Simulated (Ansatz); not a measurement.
**Ge: band structure with HSE06**

Crystal: Ge.

```
Ge
1.0
    -2.57449    2.57449    1.39741
     2.57449   -2.57449    1.39741
     2.57449    2.57449   -1.39741
Ge
2
Cartesian
  0.0000 0.0000 1.3974
  2.5745 0.0000 0.6987
```

This isn't the form of Ge at room conditions, which is diamond.

```yaml
Program: Ansatz 0.2.0
Task: band structure
Functional: HSE06
Potentials_or_basis: Ansatz PAW
Cutoff: "420 eV (not typed: the program's choice for these potentials)"
k_mesh: 6 × 6 × 6
Occupations: fermi-dirac, width 0.05 eV
Spin: no spin polarisation
Path: "[[\"G\", \"X\", \"M\", \"G\", \"Z\", \"P\", \"N\", \"Z1\", \"M\"], [\"X\", \"P\"]]"
Points_for_each_segment_of_the_path: 4
```

```
Pressure               : 0.0 GPa
Band gap on the k mesh : none (metal or under the smearing width)
```

Stress tensor (GPa, compression positive):
```
 0.50  0.00  0.00
 0.00  0.50  0.00
 0.00  0.00 -1.01
```

Levels at the corners of the path, in eV from the Fermi level:
| point | band 11 | band 12 | band 13 | band 14 | band 15 | band 16 | band 17 | band 18 |
| --- | --- | --- | --- | --- | --- | --- | --- | --- |
| Γ | -15.13 | -4.55 | -2.94 | -2.94 | 3.36 | 8.29 | 8.29 | 8.85 |
| X | -12.08 | -12.08 | 0.44 | 0.44 | 2.06 | 2.06 | 8.23 | 8.23 |
| M | -10.14 | -10.14 | -6.95 | -6.95 | 6.69 | 6.69 | 12.02 | 12.02 |
| Γ | -15.13 | -4.55 | -2.94 | -2.94 | 3.36 | 8.29 | 8.29 | 8.85 |
| Z | -8.45 | -7.42 | -4.50 | -4.35 | -4.35 | 4.23 | 7.09 | 7.09 |
| P | -7.87 | -7.87 | -5.15 | -5.15 | 4.55 | 4.55 | 5.38 | 5.38 |
| N | -9.19 | -7.40 | -2.99 | -2.54 | -1.83 | 2.57 | 3.89 | 5.93 |
| Z1 | -8.45 | -7.42 | -4.50 | -4.35 | -4.35 | 4.23 | 7.09 | 7.09 |
| M | -10.14 | -10.14 | -6.95 | -6.95 | 6.69 | 6.69 | 12.02 | 12.02 |
| X | -12.08 | -12.08 | 0.44 | 0.44 | 2.06 | 2.06 | 8.23 | 8.23 |
| P | -7.87 | -7.87 | -5.15 | -5.15 | 4.55 | 4.55 | 5.38 | 5.38 |

Wall time 8.5 min on 2 threads of Intel(R) Xeon(R) Processor @ 2.50GHz (Skylake/Cascade Lake), on a shared host, peak memory 1.1 GiB.

Caveat: the k mesh is coarse (spacing up to 0.43 Å⁻¹), so the values aren't converged, least of all with exact exchange; the PAW data sets come from PBE, with cores solved anew for the run's functional, which leaves a small shift of forces and pressure; the thresholds are loose for stress.
